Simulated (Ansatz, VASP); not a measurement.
# LiCl: VASP beside Ansatz

Aim: how closely do two programs agree when they are given the same cell, functional and k mesh? The cell is taken from a series of VASP runs on this material, whose earlier steps may have relaxed, scaled or displaced it; both programs get it as it stands. Other levels of theory on this material are compared in a session of their own.

Main program and level: Ansatz 0.2.0; plane waves, with VASP 6.6.1 beside it; band structure at LDA.

### 1. Starting point

It takes space group Fm-3m (No. 225, cubic). Conventional cell: a = 4.960 Å, b = 4.960 Å, c = 4.960 Å, α = 90.00°, β = 90.00°, γ = 90.00°. Nearest to Li lie 6 Cl at 2.48 Å. Cl has 6 Li at 2.48 Å nearest. Farther neighbours and most contacts between anions are not listed.

### 2. VASP: band structure, LDA

The same path points are solved in both programs, so levels can be compared one by one.

Lines of VASP's logs that name or quote its potential files are left out, and so is its time.

INCAR

```
SYSTEM = LiCl
PREC = Accurate
ENCUT = 650
EDIFF = 1E-06
NELM = 100
ISMEAR = 0
SIGMA = 0.05
LREAL = .FALSE.
ALGO = Normal
GGA = CA
NBANDS = 17
LORBIT = 11
LWAVE = .FALSE.
LCHARG = .FALSE.
KPAR = 2
```

POSCAR

```
LiCl
1.0
    0.0000000000      2.4799637091      2.4799637091
    2.4799637091      0.0000000000      2.4799637091
    2.4799637091      2.4799637091      0.0000000000
Li Cl
1 1
Direct
    0.0000000000      0.0000000000      0.0000000000
    0.5000000000      0.5000000000      0.5000000000
```

KPOINTS

```
Automatic mesh
0
Gamma
8 8 8
0 0 0
```

KPOINTS_OPT

```
Line mode
16
Line-mode
Reciprocal
  0.00000000   0.00000000   0.00000000 GAMMA
  0.50000000   0.00000000   0.50000000 X

  0.50000000   0.00000000   0.50000000 X
  0.50000000   0.25000000   0.75000000 W

  0.50000000   0.25000000   0.75000000 W
  0.37500000   0.37500000   0.75000000 K

  0.37500000   0.37500000   0.75000000 K
  0.00000000   0.00000000   0.00000000 GAMMA

  0.00000000   0.00000000   0.00000000 GAMMA
  0.50000000   0.50000000   0.50000000 L

  0.50000000   0.50000000   0.50000000 L
  0.62500000   0.25000000   0.62500000 U

  0.62500000   0.25000000   0.62500000 U
  0.50000000   0.25000000   0.75000000 W

  0.50000000   0.25000000   0.75000000 W
  0.50000000   0.50000000   0.50000000 L

  0.50000000   0.50000000   0.50000000 L
  0.37500000   0.37500000   0.75000000 K

  0.62500000   0.25000000   0.62500000 U
  0.50000000   0.00000000   0.50000000 X
```

The projector-augmented-wave data sets are Li_sv and Cl (LDA family, release 64).

The run is started by

```console
> mpirun -np 2 vasp_std
```

Numbers of over 12 decimals in the logs are rounded to 6 here.

The log of the run:

```text
[banner, memory and clock lines left out]
running    2 mpi-ranks, on    1 nodes
 distrk:  each k-point on    1 cores,    2 groups
 distr:  one band on    1 cores,    1 groups

 POSCAR found type information on POSCAR LiCl
 POSCAR found :  2 types and       2 ions
 LDA part: xc-table for (Slater(with rela. corr.)+CA(PZ))
 , standard interpolation
 POSCAR, INCAR and KPOINTS ok, starting setup
 FFT: planning ... GRIDC
 FFT: planning ... GRID_SOFT
 FFT: planning ... GRID
 WAVECAR not read
 entering main loop
       N       E                     dE             d eps       ncg     rms          rms(c)
DAV:   1     0.398519059252E+02    0.39852E+02   -0.44921E+03   986   0.643E+02
DAV:   2    -0.597320272525E+01   -0.45825E+02   -0.43422E+02  1318   0.129E+02
DAV:   3    -0.812982757692E+01   -0.21566E+01   -0.21474E+01  1313   0.260E+01
DAV:   4    -0.816481887450E+01   -0.34991E-01   -0.34986E-01  1288   0.337E+00
DAV:   5    -0.816524859144E+01   -0.42972E-03   -0.42970E-03  1362   0.333E-01    0.253E+00
DAV:   6    -0.810306979809E+01    0.62179E-01   -0.81668E-02  1316   0.105E+00    0.174E+00
DAV:   7    -0.809565383575E+01    0.74160E-02   -0.24307E-02  1463   0.637E-01    0.850E-01
DAV:   8    -0.809545001412E+01    0.20382E-03   -0.24128E-03  1368   0.257E-01    0.178E-01
DAV:   9    -0.809540115975E+01    0.48854E-04   -0.11195E-04  1287   0.558E-02    0.355E-02
DAV:  10    -0.809540651519E+01   -0.53554E-05   -0.85648E-06  1306   0.152E-02    0.297E-03
DAV:  11    -0.809540659427E+01   -0.79071E-07   -0.15060E-06  1042   0.501E-03
   1 F= -.80954066E+01 E0= -.80954066E+01  d E =-.113314E-23
 Start KPOINTS_OPT (optional k-point list driver)
k-point batch [1-29\160]
       N       E                     dE             ncg
DAV:   1    -0.174783405091E+04   -0.11558E+05      986
DAV:   2    -0.303655155124E+04   -0.12887E+04     1314
DAV:   3    -0.310122077737E+04   -0.64669E+02     1334
DAV:   4    -0.310241591339E+04   -0.11951E+01     1379
DAV:   5    -0.310243074501E+04   -0.14832E-01     1367
DAV:   6    -0.310243100002E+04   -0.25501E-03     1349
DAV:   7    -0.310243100496E+04   -0.49420E-05     1349
DAV:   8    -0.310243100507E+04   -0.10876E-06     1007
[...]
k-point batch [146-160\160]
       N       E                     dE             ncg
DAV:   1     0.543620669819E+04   -0.79408E+04      510
DAV:   2     0.479317793656E+04   -0.64303E+03      698
DAV:   3     0.476188915064E+04   -0.31289E+02      653
DAV:   4     0.476138969835E+04   -0.49945E+00      739
DAV:   5     0.476138526047E+04   -0.44379E-02      694
DAV:   6     0.476138524438E+04   -0.16090E-04      771
DAV:   7     0.476138524422E+04   -0.16493E-06      590
```

From OUTCAR (step 2):

```text
ion  position               nearest neighbor table
   1  0.000  0.000  0.000-   2 2.48   2 2.48   2 2.48   2 2.48   2 2.48   2 2.48
   2  0.500  0.500  0.500-   1 2.48   1 2.48   1 2.48   1 2.48   1 2.48   1 2.48

  LATTYP: Found a face centered cubic cell.
 ALAT       =     4.9599274182

 Subroutine GETGRP returns: Found 48 space group operations
 (whereof 48 operations were pure point group operations)

The static configuration has the point symmetry O_h .

 Found     29 irreducible k-points:

   k-points           NKPTS =     29   k-points in BZ     NKDIM =     29   number of bands    NBANDS=     17

   dimension x,y,z NGX =    30 NGY =   30 NGZ =   30
   dimension x,y,z NGXF=    60 NGYF=   60 NGZF=   60

   ENCUT  =  650.0 eV  47.77 Ry    6.91 a.u.   7.29  7.29  7.29*2*pi/ulx,y,z

   NELECT =      10.0000    total number of electrons

 k-points in reciprocal lattice and weights: Automatic mesh
   0.00000000  0.00000000  0.00000000       0.002
   0.12500000  0.00000000  0.00000000       0.016
   0.25000000  0.00000000  0.00000000       0.016
   0.37500000  0.00000000  0.00000000       0.016
   0.50000000  0.00000000  0.00000000       0.008
   0.12500000  0.12500000  0.00000000       0.012
   0.25000000  0.12500000  0.00000000       0.047
   0.37500000  0.12500000  0.00000000       0.047
   0.50000000  0.12500000  0.00000000       0.047
[...]
-0.37500000  0.50000000  0.12500000       0.023
  -0.25000000  0.50000000  0.25000000       0.012

 average (electrostatic) potential at core
       1 -63.8948       2 -95.9348

 E-fermi :   1.6141

 k-point     1 :       0.0000    0.0000    0.0000
  band No.  band energies     occupation
      1     -41.0606      2.00000
      2     -12.4423      2.00000
      3       1.2717      2.00000
      4       1.2717      2.00000
      5       1.2717      2.00000
      6       7.9026      0.00000
      7      13.0868      0.00000
      8      13.0868      0.00000
      9      13.0868      0.00000
     10      15.9635      0.00000
    ...

 k-point     2 :       0.1250    0.0000    0.0000
  band No.  band energies     occupation
      1     -41.0600      2.00000
      2     -12.3473      2.00000
      3       0.6483      2.00000
      4       1.2217      2.00000
      5       1.2217      2.00000
      6       8.3609      0.00000
      7      12.3104      0.00000
      8      13.0168      0.00000
      9      13.0168      0.00000
     10      14.3828      0.00000
    ...

 k-point     3 :       0.2500    0.0000    0.0000
  band No.  band energies     occupation
      1     -41.0579      2.00000
      2     -12.1019      2.00000
      3      -0.5941      2.00000
      4       1.1087      2.00000
      5       1.1087      2.00000
      6       8.5322      0.00000
      7      11.8036      0.00000
      8      11.8036      0.00000
      9      12.4676      0.00000
     10      15.2953      0.00000
    ...

  Total        0.0026612      0.0026612      0.0026612      0.0000000      0.0000000      0.0000000
  in kB        0.1397703      0.1397703      0.1397703      0.0000000      0.0000000      0.0000000
  external PRESSURE =       0.1397703 kB  Pullay stress =       0.0000000 kB

  energy-cutoff  :      650.00
  volume of cell :       30.50
      direct lattice vectors                 reciprocal lattice vectors
     0.000000000  2.479963709  2.479963709    -0.201615854  0.201615854  0.201615854
     2.479963709  0.000000000  2.479963709     0.201615854 -0.201615854  0.201615854
     2.479963709  2.479963709  0.000000000     0.201615854  0.201615854 -0.201615854

 POSITION                                       TOTAL-FORCE (eV/Angst)
 -----------------------------------------------------------------------------------
      0.00000      0.00000      0.00000         0.000000     -0.000000      0.000000
      2.47996      2.47996      2.47996        -0.000000      0.000000     -0.000000
 -----------------------------------------------------------------------------------
    total drift:                               -0.000000     -0.000000      0.000000

  FREE ENERGIE OF THE ION-ELECTRON SYSTEM (eV)
  ---------------------------------------------------
  free  energy   TOTEN  =        -8.0954065943 eV

  energy  without entropy=       -8.0954065943  energy(sigma->0) =       -8.09540659

 total charge
# of ion       s       p       d       tot
------------------------------------------
    1        2.010   0.057   0.000   2.067
    2        1.585   3.579   0.000   5.164
--------------------------------------------------
tot          3.596   3.636   0.000   7.232

[... 3 further parts left out ...]
```

The run ends at a pressure of 0.01 GPa.

### 3. Ansatz: band structure, LDA

Ansatz runs on its default PAW (the set named soft_2) files.

The same cell, functional (in two slightly different forms), mesh and smearing now go to Ansatz, which takes its cutoff from its data sets.

input.yaml

```yaml
crystal:
  lattice:
    - [0.0, 2.4799637091, 2.4799637091]
    - [2.4799637091, 0.0, 2.4799637091]
    - [2.4799637091, 2.4799637091, 0.0]
  atoms:
    - { symbol: Li, position: [0.0, 0.0, 0.0] }
    - { symbol: Cl, position: [0.5, 0.5, 0.5] }
hamiltonian:
  xc: lda
  pseudopotentials: { kind: paw }
kpoints:
  mp_grid: { grid: [8, 8, 8] }
  band_path:
    path:
      - [0.0, 0.0, 0.0]
      - [0.16667, 0.0, 0.16667]
      - [0.33333, 0.0, 0.33333]
      - [0.5, 0.0, 0.5]
      - [0.5, 0.08333, 0.58333]
      - [0.5, 0.18333, 0.68333]
      - [0.5, 0.25, 0.75]
      - [0.45, 0.3, 0.75]
      - [0.40833, 0.34167, 0.75]
      - [0.35, 0.35, 0.7]
      - [0.225, 0.225, 0.45]
      - [0.075, 0.075, 0.15]
      - [0.03333, 0.03333, 0.03333]
      - [0.23333, 0.23333, 0.23333]
      - [0.4, 0.4, 0.4]
      - [0.5, 0.5, 0.5]
      - [0.51667, 0.46667, 0.51667]
      - [0.55833, 0.38333, 0.55833]
      - [0.60833, 0.28333, 0.60833]
      - [0.60833, 0.25, 0.64167]
      - [0.55833, 0.25, 0.69167]
      - [0.51667, 0.25, 0.73333]
      - [0.5, 0.3, 0.7]
      - [0.5, 0.38333, 0.61667]
      - [0.5, 0.48333, 0.51667]
      - [0.475, 0.475, 0.55]
      - [0.425, 0.425, 0.65]
      - [0.38333, 0.38333, 0.73333]
      - [0.59167, 0.18333, 0.59167]
      - [0.55, 0.1, 0.55]
      - [0.5, 0.0, 0.5]
    npoints: 1
scf:
  occupations: { method: gaussian, width: 0.05 }
  n_extra_bands: 7
output:
  forces: true
  stress: true
  eigenvalues: true
```

The run is started by

```console
> ansatz run input.yaml --threads 2 --pin off --max-ram 4608MiB --backend cpu --events-out ev --progress --plain --runs-dir out
```

The log of the run:

```text
scf.n_extra_bands = 7 over 5 filled bands (N_el = 10.0): the run solves 12 bands
Engine: ansatz 0.2.0, aarch64-unknown-linux-gnu
Pseudopotentials: kind: paw
Pseudopotential: Li, paw, valence charge 3, recommended cutoff 420 eV (normal), Li.paw.azcp
Pseudopotential: Cl, paw, valence charge 7, recommended cutoff 420 eV (normal), Cl.paw.azcp
Functional definition: SPW92
  exchange = slater_x
  correlation = pw_c
Crystal: 2 atoms, lattice volume = 30.505 Å³
Basis set: ecut = 420 eV, 609 PW (Γ)
Bands: 12, of which v1, the nominal top of the filled ones, is band 5 counted from 1 (4 counted from 0)
Symmetry: 48 space group operations
Space group: Fm-3m (ITA 225), of the structure as read, at distance tolerance 3.1e-5 Å
k-points: 29 of 512
Non-local potential: Li, projectors of the file, l = 0: 3, l = 1: 2, l = 2: 1
Non-local potential: Cl, projectors of the file, l = 0: 2, l = 1: 2, l = 2: 2
PAW form: soft (Blöchl's): semilocal exchange-correlation on the pseudo side does not see the compensation charge
PAW frozen core: Cl, regenerated for the run's functional, and the local potential with it (the file was generated under x = pbe(κ = 0.804, μ = 0.219515), c = pbe(β = 0.066725))
PAW one-centre angular grid: Li, 110 points (default); XC on 64 Gauss nodes
PAW one-centre angular grid: Cl, 110 points (default); XC on 64 Gauss nodes
Initial density: superposition of atomic densities (neutral atoms: chi_scale 0, normalization atom), corrected by the library's trained network
Initial wavefunctions: pseudopotential atomic-orbital guess
Functional: x = slater, c = lda
SCF iter   1: F=—  HF=-1249.484325 eV  |F-HF|=—  |Δ(HF+E_count)|=         —  Δρ=7.20e-3  dr2=1.13e-2  ethr=1.77e-3  ⟨swp⟩=5.0  Hψ=2168  notcnv=0  defer=1
preconditioner: auto → none  [insulator: Δε(μ)=6.425 eV  Ē_g=17.022 eV  σ=0.050 eV  W_gap=1.00  n_scr=8 (ndim 8)  ℏωp=19.0 eV  f_vac=0.000  D(μ)=0.00/eV (n_scr^D=0)  ε∞_Penn≈2.2]
SCF iter   2: F=—  HF=-1249.477440 eV  |F-HF|=—  |Δ(HF+E_count)|=   6.88e-3  Δρ=3.15e-3  dr2=1.27e-3  ethr=1.13e-4  ⟨swp⟩=2.9  Hψ=757  notcnv=0  defer=58
SCF iter   3: F=—  HF=-1249.476420 eV  |F-HF|=—  |Δ(HF+E_count)|=   1.02e-3  Δρ=5.79e-4  dr2=1.18e-4  ethr=1.27e-5  ⟨swp⟩=2.0  Hψ=417  notcnv=0  defer=58
SCF iter   4: F=—  HF=-1249.476379 eV  |F-HF|=—  |Δ(HF+E_count)|=   4.10e-5  Δρ=9.75e-5  dr2=1.30e-6  ethr=1.18e-6  ⟨swp⟩=2.4  Hψ=389  notcnv=0  defer=58
SCF iter   5: F=—  HF=-1249.476377 eV  |F-HF|=—  |Δ(HF+E_count)|=   2.13e-6  Δρ=5.23e-6  dr2=8.93e-9  ethr=1.30e-8  ⟨swp⟩=2.4  Hψ=424  notcnv=0  defer=58
SCF iter   6: F=-1249.476377 eV  HF=-1249.476377 eV  |F-HF|=3.18e-12  |Δ(HF+E_count)|=   2.53e-9  Δρ=5.44e-7  dr2=2.50e-11  ethr=8.93e-11  ⟨swp⟩=5.1  Hψ=1511  notcnv=0
SCF 1 converged in 6 iterations: F = -1249.476377 eV  dr2 = 2.50e-11
  greatest PAW one-centre occupation: 1.000 electrons in one spin orbital (limit 2), on the Li atom at site 0 (counted from 0), in its partial waves of l = 0
NSCF: frozen V_eff on 31 k-points
SCF converged after 6 iterations
Free energy (F): -1249.476377 eV
Harris-Foulkes:  -1249.476377 eV  (|F-HF|=3.18e-12)
Internal energy: -1249.476377 eV  (E = F + TS)
E sigma→0 (E₀):  -1249.476377 eV
Fermi energy:    5.666196 eV
--- Per-component energies (eV) ---
  E_band       = -95.605099
  E_kinetic    = 184.475526
  E_local      = -304.192166  (includes V_loc(G=0)·N_el)
  E_nonlocal   = -2.698341
  E_hartree    = 86.615598
  E_xc         = -117.539208
  E_vxc        = -136.616601  (∫ρ·V_xc dr)
  E_paw        = -643.878545  (= ΣΔE_a)
  E_vpaw       = -9.804851  (= ΣTr[D̂ρ^β])
  E_aug_tail   = 0.000110  (compensation charges beyond the density's cutoff)
  E_ewald      = -452.449842
  E_core_change = 0.190492  (= ΣΔE_core)
  E_smearing   = -0.000000  (= −TS)
  E_closure    = 0.000000  (closes the sum)
  Σ components = -1249.476377   (vs F -1249.476377, Δ=0.00e0)
--- Forces (eV/Å), atoms counted from 1 ---
  atom   1  Li    -0.00000000     0.00000000    -0.00000000
  atom   2  Cl     0.00000000     0.00000000     0.00000000
  max |Σ_I F_I| component: 9.78e-30 eV/Å
--- Stress (GPa, compression-positive) ---
        0.110872      -0.000000       0.000000
       -0.000000       0.110872       0.000000
        0.000000      -0.000000       0.110872
  P = ⅓ Tr σ = 0.1109 GPa (1.109 kbar)
--- Band table (eV; the first three rows and the last of 29) ---
  k-point 0: bands = [... 1 lower, -11.3172, 2.4207, 2.4207, 2.4207, 9.0342, 14.0563, 14.0563, 14.0563, ... 3 higher]
  k-point 1: bands = [... 1 lower, -11.2227, 1.7970, 2.3707, 2.3707, 9.4943, 13.3416, 14.0142, 14.0142, ... 3 higher]
  k-point 2: bands = [... 1 lower, -10.9788, 0.5551, 2.2580, 2.2580, 9.6586, 12.8501, 12.8501, 13.5494, ... 3 higher]
  k-point 28: bands = [... 1 lower, -10.2638, -0.1653, -0.1653, 1.1502, 12.0629, 12.4294, 12.8458, 12.8458, ... 3 higher]
```

Run time: 1.2 s. Hardware: 2 threads of Arm Neoverse N1, shared host; peak memory 0.25 GiB; 1.8 s of CPU time.

In the SCF lines HF is the Harris–Foulkes energy and dr2 the Hartree energy of the density residual, in eV; the loop may stop once dr2 is under the threshold and the program's other checks hold. Hψ counts applications of the Hamiltonian.

### 4. Differences

Known differences besides the potentials themselves: the two LDA forms differ slightly; the cutoff is 420 eV in Ansatz and 650 eV in VASP; VASP's log shows a relativistic correction to its local exchange, Ansatz's none. Total energies have different zeros and are not compared.

Compared:

```
                     quantity  Ansatz   VASP  difference
               pressure (GPa)    0.11   0.01       +0.10
gap over the path points (eV)   6.485  6.510      -0.025
```

Levels at points of the path, from each program's valence-band top (eV; 3 filled, then empty):

```
k (reciprocal lattice)                              Ansatz                                VASP
     0.000 0.000 0.000  -0.01 -0.01 -0.01 6.61 11.63 11.63  -0.01 -0.01 -0.01 6.62 11.81 11.81
     0.167 0.000 0.167  -0.92 -0.39 -0.39 7.89 10.07 10.49  -0.92 -0.39 -0.39 7.90 10.18 10.59
     0.333 0.000 0.333   -2.63 -1.05 -1.05 8.31 8.38 10.93   -2.63 -1.05 -1.05 8.38 8.45 10.94
     0.500 0.000 0.500   -3.50 -1.35 -1.35 7.77 7.79 12.98   -3.50 -1.35 -1.35 7.83 7.86 12.98
     0.500 0.083 0.583   -3.39 -1.55 -1.33 8.01 8.15 12.61   -3.39 -1.55 -1.33 8.08 8.22 12.64
     0.500 0.183 0.683   -2.99 -2.15 -1.29 8.87 9.38 11.04   -2.99 -2.15 -1.29 8.94 9.46 11.12
     0.500 0.250 0.750  -2.59 -2.59 -1.28 9.64 10.00 10.42  -2.60 -2.60 -1.28 9.72 10.06 10.49
     0.450 0.300 0.750  -2.86 -2.30 -1.20 8.71 10.01 10.77  -2.86 -2.31 -1.20 8.78 10.09 10.85
     0.408 0.342 0.750   -2.99 -2.18 -1.07 8.01 9.94 11.46  -2.99 -2.18 -1.07 8.07 10.03 11.55
     0.350 0.350 0.700  -2.82 -2.34 -0.89 7.85 10.50 11.19  -2.82 -2.34 -0.89 7.90 10.59 11.29
```

Among the levels compared at these points, filled levels agree within 4 meV and empty ones within 180 meV.

### 5. Outcome

```
difference in gap over the path points (band structure, LDA) : -0.025 eV
```

**Reading.** The difference in gap over the path points is -0.025 eV (band structure, LDA), within the 0.08 eV picked in this series as the mark of a large difference. 5 further runs of this series are not shown here. Such differences can come from data sets, numerical settings and the points named under the comparisons, not from the functional's error against experiment.

[Lines on the potential files, build, host, timing and source positions are cut from VASP's logs without a mark.]

[Logs are printed without paths, hosts, clocks, repeated set-up lines and the standing remarks that a program may print on its own settings, such as how far it seeks lower states.]

[Hosts, paths, dates, database ids (printed as entryN), source tags and the programs' standing remarks are cut or masked in the printed files.]
